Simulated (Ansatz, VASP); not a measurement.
Two plane-wave programs on Al

```xyz
1
Lattice="0.0000 2.1077 2.1077 2.1077 0.0000 2.1077 2.1077 2.1077 0.0000" Properties=species:S:1:pos:R:3 pbc="T T T"
Al    0.0000    0.0000    0.0000
```

Alike in both runs: task single point; functional revPBE; k mesh 22 × 22 × 22; occupations fermi-dirac, width 0.1 eV; no spin polarisation.

|  | VASP | Ansatz |
| --- | --- | --- |
| version | VASP 6.6.1 | Ansatz 0.2.0 |
| potentials or method | VASP PAW PBE potentials, release 64 (Al) | plane waves (420 eV) with PAW, scalar-relativistic |
| plane-wave cutoff (eV) | 520 | 420 |
| valence electrons in the cell | 3 | 3 |

```tsv
	VASP	Ansatz	Ansatz less VASP
pressure (GPa)	-6.7	-6.6	+0.11
```

With one functional, cell and mesh, what is left measures potentials, basis and numerics.

Caveats: the PAW data sets were made with another functional, which shifts forces and pressure a little (VASP).
